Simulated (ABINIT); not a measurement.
Crystal: TaN.

```
Ta N
1.0
     0.00000    2.21132    2.21132
     2.21132    0.00000    2.21132
     2.21132    2.21132    0.00000
Ta N
1 1
Cartesian
  2.2113 2.2113 2.2113
  0.0000 0.0000 0.0000
```

The cell comes from a database or a generator and needn't be the stable form of this composition.

* Program: ABINIT 10.8.3 (patched build)
* Task: relaxation of cell and atoms
* Functional: PBEsol
* Potentials or basis: JTH PAW PBE v2.0
* Cutoff: 707 eV
* k mesh: 10 × 10 × 10
* Occupations: fermi-dirac, width 0.05 eV
* Spin: no spin polarisation

At the start: pressure -10.3 GPa; volume 10.81 Å³/atom.

**Question.** Where does the relaxation end?

**Answer.** Over 3 steps the energy falls by 10.9 meV/atom and the volume is 10.48 Å³/atom (-3.0 %); space group Fm-3m (No. 225, to 0.05 Å).

Step by step:
```
step  energy change (eV)  largest force (eV/Å)  pressure (GPa)  volume (Å³)
   1              0.0000                0.0000          -10.33        21.63
   2             -0.0218                0.0000            0.29        20.95
   3             -0.0219                0.0000           -0.01        20.97
```

Final structure:
```
CELL_PARAMETERS angstrom
0.00000 2.18865 2.18865
2.18865 0.00000 2.18865
2.18865 2.18865 0.00000
ATOMIC_POSITIONS crystal
Ta 0.50000 0.50000 0.50000
N 0.00000 0.00000 0.00000
```

Caveat: the highest band is partly filled, so the run has too few bands; the PAW data sets were made with another functional, which shifts forces and pressure a little.
